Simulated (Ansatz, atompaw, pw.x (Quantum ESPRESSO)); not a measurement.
pw.x on fcc Zn: one setting changed

Potential: PAW, atompaw 4.2.0.5, PBE; core [Ar] 3d10, reference 4s1.75 4p0.25; waves: 4s (bound): rc 2.60 bohr; 4s channel at 0.05 Ry: rc 2.60 bohr; 4p (bound): rc 2.05 bohr; 4p channel at 0.75 Ry: rc 2.60 bohr; 4d channel at 0.1 Ry: rc 2.60 bohr; local part: troulliermartins scheme with l = 3 at 0 Ry, radius 2.46 bohr; core correction: smooth core density matched at 2.00 bohr; augmentation: besselshape compensation charge, radius 2.55 bohr; PAW radius 2.60 bohr; waves and projectors: custom rrkj vanderbiltortho.

The reference run (k-mesh 14³, cutoffs 40/400 Ry, Fermi–Dirac 0.01 Ry, mixing_beta 0.4, conv_thr 1e-9, no spin) gives -0.75 GPa at 15.241 Å³/atom, where all-electron LAPW gives -0.27 GPa. This run, with its own iteration cap, changes conv_thr to 1e-12.

```
&control
  calculation='scf', prefix='x', pseudo_dir='./', outdir='./tmp', tstress=.true., disk_io='none'
/
&system
  ibrav=0, nat=1, ntyp=1, ecutwfc=40, ecutrho=400, nbnd=8,
  occupations='smearing', smearing='fd', degauss=0.01
/
&electrons
  conv_thr=1e-12, mixing_beta=0.4, electron_maxstep=50
/
ATOMIC_SPECIES
Zn 1.0 Zn.UPF
CELL_PARAMETERS angstrom
  0.00000000 1.96786132 1.96786132
  1.96786132 0.00000000 1.96786132
  1.96786132 1.96786132 0.00000000
ATOMIC_POSITIONS crystal
Zn 0.0000 0.0000 0.0000
K_POINTS automatic
14 14 14 0 0 0
```

```bash
pw.x < Zn.scf.in > Zn.scf.out
```

How does the run end?

It converges in 8 iterations; the free energy moves by +0.0 meV/atom and the pressure by +0.00 GPa. The result is that of the reference run.

```
Message from routine setup:
     using ibrav=0 with symmetry is DISCOURAGED, use correct ibrav instead
     lattice parameter (alat)  =       5.2591  a.u.
     unit-cell volume          =     102.8514 (a.u.)^3
     number of electrons       =         2.00
     number of Kohn-Sham states=            8
     kinetic-energy cutoff     =      40.0000  Ry
     charge density cutoff     =     400.0000  Ry
     scf convergence threshold =      1.0E-12
     Exchange-correlation= SLA PW PBX PBC
     number of k points=   104  Fermi-Dirac smearing, width (Ry)=  0.0100
     iteration #  1     ecut=    40.00 Ry     beta= 0.40
     total energy              =    -143.94654317 Ry
     estimated scf accuracy    <       0.00271873 Ry
     iteration #  2     ecut=    40.00 Ry     beta= 0.40
     total energy              =    -143.94593150 Ry
     estimated scf accuracy    <       0.00094886 Ry
     iteration #  3     ecut=    40.00 Ry     beta= 0.40
     total energy              =    -143.94595114 Ry
     estimated scf accuracy    <       0.00000074 Ry
     iteration #  4     ecut=    40.00 Ry     beta= 0.40
     total energy              =    -143.94595173 Ry
     estimated scf accuracy    <       0.00000008 Ry
     iteration #  5     ecut=    40.00 Ry     beta= 0.40
     total energy              =    -143.94595174 Ry
     estimated scf accuracy    <          7.1E-09 Ry
     iteration #  6     ecut=    40.00 Ry     beta= 0.40
     total energy              =    -143.94595174 Ry
     estimated scf accuracy    <          1.4E-10 Ry
     iteration #  7     ecut=    40.00 Ry     beta= 0.40
     total energy              =    -143.94595174 Ry
     estimated scf accuracy    <          3.6E-12 Ry
     iteration #  8     ecut=    40.00 Ry     beta= 0.40
     the Fermi energy is     4.6740 ev
!    total energy              =    -143.94595174 Ry
     estimated scf accuracy    <          9.1E-13 Ry
     smearing contrib. (-TS)   =      -0.00101892 Ry
     The total energy is F=E-TS. E is the sum of the following terms:
     one-electron contribution =       1.87816290 Ry
     hartree contribution      =       0.00192064 Ry
     xc contribution           =      -3.31886500 Ry
     ewald contribution        =      -2.46582877 Ry
     one-center paw contrib.   =    -140.04032260 Ry
     convergence has been achieved in   8 iterations
          total   stress  (Ry/bohr**3)                   (kbar)     P=       -7.49
     Message from routine punch:
     Nothing written, as per user request (disk_io='none')
```

The run took about 9.4 s on one core of a shared host (AMD EPYC 7R43 64-Core Processor, 256 threads, 1004 GiB, load 86).
